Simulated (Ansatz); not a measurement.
Relaxed GeO$_{2}$ (rutile):

```
GeO2
1.0
    4.41054     0.00000     0.00000
    0.00000     4.41054     0.00000
    0.00000     0.00000     2.87016
Ge O
2 4
Direct
  0.00000   0.00000   0.00000
  0.50000   0.50000   0.50000
  0.30600   0.30600   0.00000
  0.80600   0.19400   0.50000
  0.19400   0.80600   0.50000
  0.69400   0.69400   0.00000
```

Scan: atom 4 (O, nearest neighbour Ge at 1.877 Å; its periodic images, 2.9 Å or more away, move with it) is displaced towards the nearest neighbour, direction (0.456, -0.456, -0.764) in Cartesian axes, by s. The other atoms stay.

Level of theory: r2SCAN (plane waves to 500 eV, PAW, scalar-relativistic; Ansatz, an electronic-structure program). k mesh 6×6×9 (Γ-centred), Fermi-Dirac smearing 0.05 eV. E stands for the smeared free energy. GeO2 was relaxed with its symmetry unable to fall. The zero of ΔE is the undisplaced structure.

Successive frames, forces in eV/Å:

```csv
frame,ΔE (eV/cell),F on Ge1,F on Ge2,F on O3,F on O4,F on O5,F on O6
s = 0.076 Å,0.065,"(0.468, -0.468, -0.732)","(0.037, -0.037, -0.053)","(0.238, 0.015, -0.184)","(-1.020, 1.020, 1.125)","(0.290, -0.290, 0.028)","(-0.015, -0.238, -0.184)"
s = 0.000 Å,0.000,"(0.000, 0.000, 0.000)","(0.000, 0.000, 0.000)","(0.000, 0.000, 0.000)","(0.000, 0.000, 0.000)","(0.000, 0.000, 0.000)","(0.000, 0.000, 0.000)"
s = -0.076 Å,0.057,"(-0.278, 0.278, 0.409)","(-0.132, 0.132, 0.033)","(-0.254, -0.014, 0.188)","(0.915, -0.915, -0.809)","(-0.266, 0.266, -0.008)","(0.014, 0.254, 0.188)"
```

### Question
What are the energy and the forces in the next frame, s = -0.152 Å?

### Answer
ΔE (eV/cell) = 0.216.

| atom | Fx | Fy | Fz |
|---|---|---|---|
| Ge1 | -0.430 | 0.430 | 0.589 |
| Ge2 | -0.371 | 0.371 | 0.027 |
| O3 | -0.531 | -0.029 | 0.381 |
| O4 | 1.807 | -1.807 | -1.374 |
| O5 | -0.505 | 0.505 | -0.003 |
| O6 | 0.029 | 0.531 | 0.381 |

(A displaced cell: forces are minus the slopes of the energy, force constants its curvatures, and phonons follow from these.)
